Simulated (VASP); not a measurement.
# C (P6_3/mmc) in VASP: a series of runs

One crystal, C, is run at these levels: LDA; tasks: single point, relaxation of cell and atoms.

All numbers are computed with VASP 6.6.1; they aren't measurements. Logs are shortened: lines on timing, memory, paths and dates and some standing lists are left out, and cuts for length are marked.

**1. Starting point**

Symmetry: P6_3/mmc, No. 194, hexagonal system. Conventional cell: a = 2.445 Å, b = 2.445 Å, c = 6.650 Å, α = 90.00°, β = 90.00°, γ = 120.00°. C (site symmetry -6m2) has 3 C at 1.41 Å as nearest neighbours. Around C (site symmetry -6m2) lie 3 C at 1.41 Å.

**2. Single point, LDA**

Input file INCAR:

```
SYSTEM = C
PREC = Accurate
ENCUT = 520
EDIFF = 1E-6
ISMEAR = 0
SIGMA = 0.1
LREAL = .FALSE.
LASPH = .TRUE.
NELM = 100
ALGO = Fast
ISIF = 2
LWAVE = .FALSE.
LCHARG = .FALSE.
GGA = CA
NBANDS = 16
```

Input file KPOINTS:

```
regular mesh
0
G
  21 21 6
  0 0 0
```

Input file POSCAR:

```
C
1.0
    2.4449094565      0.0000000000      0.0000000000
   -1.2224547283      2.1173536993      0.0000000000
    0.0000000000      0.0000000000      6.6497357286
C
4
Direct
    0.0000000000      0.0000000000      0.2500000000
    0.0000000000      0.0000000000      0.7500000000
    0.3333333333      0.6666666667      0.2500000000
    0.6666666667      0.3333333333      0.7500000000
```

Potentials or basis: VASP PAW LDA potentials, release 64 (C).

On the command line:

```
> cat potpaw_LDA.64/C/POTCAR > POTCAR
> mpirun -np 1 vasp_std > vasp.out
```

OUTCAR:

```text
SYSTEM = C
   PREC = Accurate
   ENCUT = 520
   EDIFF = 1E-6
   ISMEAR = 0
   LREAL = .FALSE.
   LASPH = .TRUE.
   NELM = 100
   ISIF = 2
   GGA = CA

 ion  position               nearest neighbor table
   1  0.000  0.000  0.250-   3 1.41   3 1.41   3 1.41
   2  0.000  0.000  0.750-   4 1.41   4 1.41   4 1.41
   3  0.333  0.667  0.250-   1 1.41   1 1.41   1 1.41
   4  0.667  0.333  0.750-   2 1.41   2 1.41   2 1.41

  LATTYP: Found a hexagonal cell.
 ALAT       =     2.4449094565
 C/A-ratio  =     2.7198290354

  Lattice vectors:

 A1 = (   2.4449094565,   0.0000000000,   0.0000000000)
 A2 = (  -1.2224547283,   2.1173536993,   0.0000000000)
 A3 = (   0.0000000000,   0.0000000000,   6.6497357286)

Analysis of symmetry for initial positions (statically):
=====================================================================
 Subroutine PRICEL returns:
 Original cell was already a primitive cell.

 Routine SETGRP: Setting up the symmetry group for a
 hexagonal supercell.

 Subroutine GETGRP returns: Found 24 space group operations
 (whereof 12 operations were pure point group operations)
 out of a pool of 24 trial point group operations.

The static configuration has the point symmetry D_3d.
 The point group associated with its full space group is D_6h.

Analysis of symmetry for dynamics (positions and initial velocities):
=====================================================================
 Subroutine PRICEL returns:
 Original cell was already a primitive cell.

 Routine SETGRP: Setting up the symmetry group for a
 hexagonal supercell.

 Subroutine GETGRP returns: Found 24 space group operations
 (whereof 12 operations were pure point group operations)
 out of a pool of 24 trial point group operations.

The dynamic configuration has the point symmetry D_3d.
 The point group associated with its full space group is D_6h.

 Subroutine INISYM returns: Found 24 space group operations
 (whereof 12 operations are pure point group operations),
 and found     1 'primitive' translations

----------------------------------------------------------------------------------------

                                     Primitive cell

  volume of cell :      34.4239

  direct lattice vectors                    reciprocal lattice vectors
     2.444909457  0.000000000  0.000000000     0.409013102  0.236143824  0.000000000
    -1.222454728  2.117353699  0.000000000     0.000000000  0.472287649  0.000000000
     0.000000000  0.000000000  6.649735729     0.000000000  0.000000000  0.150381916

  length of vectors
     2.444909457  2.444909457  6.649735729     0.472287649  0.472287649  0.150381916

  position of ions in fractional coordinates (direct lattice)
     0.000000000  0.000000000  0.250000000
     0.000000000  0.000000000  0.750000000
     0.333333333  0.666666667  0.250000000
     0.666666667  0.333333333  0.750000000

  ion indices of the primitive-cell ions
   primitive index   ion index
                 1           1
                 2           2
                 3           3
                 4           4

----------------------------------------------------------------------------------------

 KPOINTS: regular mesh

Automatic generation of k-mesh.
 Grid dimensions read from file:
 generate k-points for:   21   21    6

 Generating k-lattice:

  Cartesian coordinates                     Fractional coordinates (reciprocal lattice)
     0.019476814  0.011244944  0.000000000     0.047619048  0.000000000  0.000000000
     0.000000000  0.022489888  0.000000000     0.000000000  0.047619048  0.000000000
     0.000000000  0.000000000  0.025063653     0.000000000  0.000000000  0.166666667

  Length of vectors
     0.022489888  0.022489888  0.025063653

  Shift w.r.t. Gamma in fractional coordinates (k-lattice)
     0.000000000  0.000000000  0.000000000

 Subroutine IBZKPT returns following result:
 ===========================================

 Found    192 irreducible k-points:

 Following reciprocal coordinates:
            Coordinates               Weight
  0.000000  0.000000  0.000000      1.000000
  0.047619  0.000000  0.000000      6.000000
  0.095238  0.000000  0.000000      6.000000
  0.142857  0.000000  0.000000      6.000000
  0.190476  0.000000  0.000000      6.000000
  0.238095  0.000000  0.000000      6.000000
[... 16 lines left out ...]
  0.142857  0.095238  0.000000     12.000000
  0.190476  0.095238  0.000000     12.000000
 [... further k-points ...]
   k-points           NKPTS =    192   k-points in BZ     NKDIM =    192   number of bands    NBANDS=     16
   number of dos      NEDOS =    301   number of ions     NIONS =      4
   total plane-waves  NPLWV =  16200
   dimension x,y,z NGX =    18 NGY =   18 NGZ =   50
   dimension x,y,z NGXF=    36 NGYF=   36 NGZF=  100
   ions per type =               4
   NGX,Y,Z   is equivalent  to a cutoff of  12.24, 12.24, 12.50 a.u.
   NGXF,Y,Z  is equivalent  to a cutoff of  24.48, 24.48, 25.00 a.u.
 SYSTEM =  C
   PREC   = accura    normal or accurate (medium, high low for compatibility)
   ISTART =      0    job   : 0-new  1-cont  2-samecut
   ICHARG =      2    charge: 1-file 2-atom 10-const
   ISPIN  =      1    spin polarized calculation?
   LNONCOLLINEAR =      F non collinear calculations
   LSORBIT =      F    spin-orbit coupling
   LASPH  =      T    aspherical Exc in radial PAW
   ENCUT  =  520.0 eV  38.22 Ry    6.18 a.u.   4.55  4.55 12.36*2*pi/ulx,y,z
   NELM   =    100;   NELMIN=  2; NELMDL= -5     # of ELM steps
   EDIFF  = 0.1E-05   stopping-criterion for ELM
   LREAL  =      F    real-space projection
   EDIFFG = 0.1E-04   stopping-criterion for IOM
   NSW    =      0    number of steps for IOM
   IBRION =     -1    ionic relax: 0-MD 1-quasi-New 2-CG
   NFREE  =      0    steps in history (QN), initial steepest desc. (CG)
   ISIF   =      2    stress and relaxation
   ISYM   =      2    0-nonsym 1-usesym 2-fastsym
   POTIM  = 0.5000    time-step for ionic-motion
   TEBEG  =    0.0;   TEEND  =   0.0 temperature during run
   PSTRESS=    0.0 pullay stress
   NELECT =      16.0000    total number of electrons
   NUPDOWN=      -1.0000    fix difference up-down
   EMIN   =  10.00;   EMAX   =-10.00  energy-range for DOS
   EFERMI =   0.00;   METHOD = LEGACY
   ISMEAR =     0;   SIGMA  =   0.10  broadening in eV -4-tet -1-fermi 0-gaus
   EFERMI_NEDOS =   21; number of points for ismear=-14 and -15
   IALGO  =     68    algorithm
   IMIX   =      4    mixing-type and parameters
     AMIX     =   0.40;   BMIX     =  1.00
     AMIX_MAG =   1.60;   BMIX_MAG =  1.00
  volume/ion in A,a.u.               =       8.61        58.08
  Fermi-wavevector in a.u.,A,eV,Ry     =   1.268123  2.396405 21.880010  1.608135
  Thomas-Fermi vector in A             =   2.401234
   LORBIT       =      0    0 simple, 1 ext, 2 COOP (PROOUT), +10 PAW based schemes
   GGA     = CA    functional components
   LHFCALC =     F    Hartree Fock is set to
   AEXX    =    0.0000 exact exchange contribution
   IVDW    =     0    specifies the selected vdW correction
   LEPSILON=     F    determine dielectric tensor
   LRPA    =     F    only Hartree local field effects (RPA)
 non-spin polarized calculation
 RMM-DIIS sequential band-by-band and
 Gauss-broadening in eV      SIGMA  =   0.10
  energy-cutoff  :      520.00
  volume of cell :       34.42
 maximum number of plane-waves:       946
   NGX =  9   NGY =  9   NGZ = 25

 number of electron      15.9999995 magnetization

 Free energy of the ion-electron system (eV)
  ---------------------------------------------------
  ext. energy  EPLUGINS =         0.00000000
  ---------------------------------------------------
  free energy    TOTEN  =       -40.44713636 eV

  energy without entropy =      -40.44654981  energy(sigma->0) =      -40.44684308

 E-fermi :   4.7694     XC(G=0): -10.8623

 val. band max:        4.7662970545   @ k =   0.3333   0.3333   0.5000
 cond. band min:       4.7800786405   @ k =   0.3333   0.3333   0.3333
 fundamental gap:      0.0137815860
 Fermi energy:         4.7694287597

 k-point     1 :       0.0000    0.0000    0.0000
  band No.  band energies     occupation
      1     -14.8543      2.00000
      2     -14.5143      2.00000
      3      -4.0051      2.00000
      4      -1.8685      2.00000
      5       1.7877      2.00000
      6       1.7877      2.00000
[... 8 lines left out ...]
     15      16.3408      0.00000
     16      16.5660      0.00000

 k-point     2 :       0.0476    0.0000    0.0000
  band No.  band energies     occupation
      1     -14.7997      2.00000
      2     -14.4608      2.00000
      3      -3.9377      2.00000
      4      -1.8057      2.00000
      5       1.5682      2.00000
      6       1.5940      2.00000
[... 8 lines left out ...]
     15      16.1423      0.00000
     16      16.3809      0.00000

 k-point     3 :       0.0952    0.0000    0.0000
  band No.  band energies     occupation
      1     -14.6359      2.00000
      2     -14.3003      2.00000
      3      -3.7361      2.00000
      4      -1.6178      2.00000
      5       0.9521      2.00000
      6       0.9924      2.00000
[... 8 lines left out ...]
     15      15.5771      0.00000
     16      15.8517      0.00000

 k-point     4 :       0.1429    0.0000    0.0000
  band No.  band energies     occupation
      1     -14.3635      2.00000
      2     -14.0337      2.00000
      3      -3.4017      2.00000
      4      -1.3071      2.00000
      5       0.0360      2.00000
      6       0.0952      2.00000
[... 8 lines left out ...]
     15      15.2353      0.00000
     16      15.5352      0.00000

 k-point     5 :       0.1905    0.0000    0.0000
  band No.  band energies     occupation
      1     -13.9836      2.00000
      2     -13.6617      2.00000
      3      -2.9368      2.00000
      4      -1.0763      2.00000
      5      -0.9958      2.00000
      6      -0.8775      2.00000
[... 8 lines left out ...]
     15      16.4958      0.00000
     16      16.5482      0.00000

 k-point     6 :       0.2381    0.0000    0.0000
  band No.  band energies     occupation
      1     -13.4975      2.00000
      2     -13.1856      2.00000
      3      -2.3456      2.00000
      4      -2.2993      2.00000
      5      -2.1962      2.00000
      6      -0.3360      2.00000
[... 8 lines left out ...]
     15      18.0036      0.00000
     16      18.0534      0.00000

 k-point     7 :       0.2857    0.0000    0.0000
  band No.  band energies     occupation
      1     -12.9075      2.00000
      2     -12.6080      2.00000
      3      -3.5701      2.00000
      4      -3.4442      2.00000
      5      -1.6352      2.00000
      6      -0.6329      2.00000
[... 8 lines left out ...]
     15      19.6265      0.00000
     16      19.6738      0.00000

 k-point     8 :       0.3333    0.0000    0.0000
  band No.  band energies     occupation
      1     -12.2166      2.00000
      2     -11.9313      2.00000
      3      -4.8433      2.00000
      4      -4.6951      2.00000
      5      -1.0341      2.00000
      6      -0.9778      2.00000
[... 8 lines left out ...]
     15      19.7632      0.00000
     16      21.2886      0.00000

 k-point     9 :       0.3810    0.0000    0.0000
  band No.  band energies     occupation
      1     -11.4300      2.00000
      2     -11.1609      2.00000
      3      -6.0862      2.00000
      4      -5.9169      2.00000
      5      -1.3470      2.00000
      6      -1.2891      2.00000
[... 8 lines left out ...]
     15      18.8920      0.00000
     16      22.8473      0.00000
[... 172 lines left out ...]
 k-point    19 :       0.3810    0.0476    0.0000
  band No.  band energies     occupation
      1     -10.9654      2.00000
      2     -10.7063      2.00000
      3      -6.6576      2.00000
      4      -6.4799      2.00000
      5      -1.6458      2.00000
      6      -1.5821      2.00000
[... 8 lines left out ...]
     15      18.3011      0.00000
     16      20.3724      0.00000

 k-point    20 :       0.4286    0.0476    0.0000
  band No.  band energies     occupation
      1     -10.0634      2.00000
      2      -9.8290      2.00000
      3      -7.7865      2.00000
      4      -7.5968      2.00000
      5      -1.8082      2.00000
      6      -1.7436      2.00000
[... 8 lines left out ...]
     15      18.4355      0.00000
     16      19.8056      0.00000

 k-point    21 :       0.4762    0.0476    0.0000
  band No.  band energies     occupation
      1      -9.3355      2.00000
      2      -9.2116      2.00000
      3      -8.4893      2.00000
      4      -8.3964      2.00000
      5      -1.8627      2.00000
      6      -1.7979      2.00000
[... 8 lines left out ...]
     15      18.6862      0.00000
     16      19.5226      0.00000

 k-point    22 :       0.0952    0.0952    0.0000
  band No.  band energies     occupation
      1     -14.2005      2.00000
      2     -13.8740      2.00000
      3      -3.2018      2.00000
      4      -1.1220      2.00000
      5      -0.2883      2.00000
      6      -0.2504      2.00000
[... 8 lines left out ...]
     15      15.3053      0.00000
     16      15.6368      0.00000

 k-point    23 :       0.1429    0.0952    0.0000
  band No.  band energies     occupation
      1     -13.8214      2.00000
      2     -13.5028      2.00000
      3      -2.7384      2.00000
      4      -1.2296      2.00000
      5      -1.1711      2.00000
      6      -0.6947      2.00000
[... 8 lines left out ...]
     15      16.0074      0.00000
     16      16.1247      0.00000

 k-point    24 :       0.1905    0.0952    0.0000
  band No.  band energies     occupation
      1     -13.3364      2.00000
      2     -13.0279      2.00000
      3      -2.3378      2.00000
      4      -2.2491      2.00000
      5      -2.1493      2.00000
      6      -0.7592      2.00000
[... 8 lines left out ...]
     15      17.0011      0.00000
     16      17.2267      0.00000

 [... further k-points ...]
[... 5 lines left out ...]
  --------------------------------------------------------------------------------------
  -------------------------------------------------------------------------------------
  Total        0.2769531      0.2769531     -0.0247936     -0.0000000      0.0000000      0.0000000
  in kB       12.8900996     12.8900996     -1.1539587     -0.0000000      0.0000000      0.0000000
  external PRESSURE =       8.2087468 kB  Pullay stress =       0.0000000 kB

 VOLUME and BASIS-vectors are now :
 -----------------------------------------------------------------------------
  energy-cutoff  :      520.00
  volume of cell :       34.42
      direct lattice vectors                 reciprocal lattice vectors
     2.444909457  0.000000000  0.000000000     0.409013102  0.236143824  0.000000000
    -1.222454728  2.117353699  0.000000000     0.000000000  0.472287649  0.000000000
     0.000000000  0.000000000  6.649735729     0.000000000  0.000000000  0.150381916

 POSITION                                       TOTAL-FORCE (eV/Angst)
 -----------------------------------------------------------------------------------
      0.00000      0.00000      1.66243         0.000000      0.000000     -0.000000
      0.00000      0.00000      4.98730         0.000000      0.000000      0.000000
     -0.00000      1.41157      1.66243         0.000000     -0.000000      0.000000
      1.22245      0.70578      4.98730        -0.000000      0.000000     -0.000000
 -----------------------------------------------------------------------------------
    total drift:                                0.000000     -0.000000      0.000000

  FREE ENERGIE OF THE ION-ELECTRON SYSTEM (eV)
  ---------------------------------------------------
  free  energy   TOTEN  =       -40.4471363590 eV

  energy  without entropy=      -40.4465498096  energy(sigma->0) =      -40.44684308
```

Wall time 38 s (1 thread of Intel Xeon 6975P-C (Granite Rapids), shared host); peak memory 0.18 GiB.

Results:

* Free energy: -40.4471 eV
* Pressure: 0.8 GPa
* Band gap on the k mesh: none (metal or under the smearing width)

Stress tensor (GPa, compression positive):
```
 1.29  0.00  0.00
 0.00  1.29  0.00
 0.00  0.00 -0.12
```

(Part 1 of 2 ends here.)
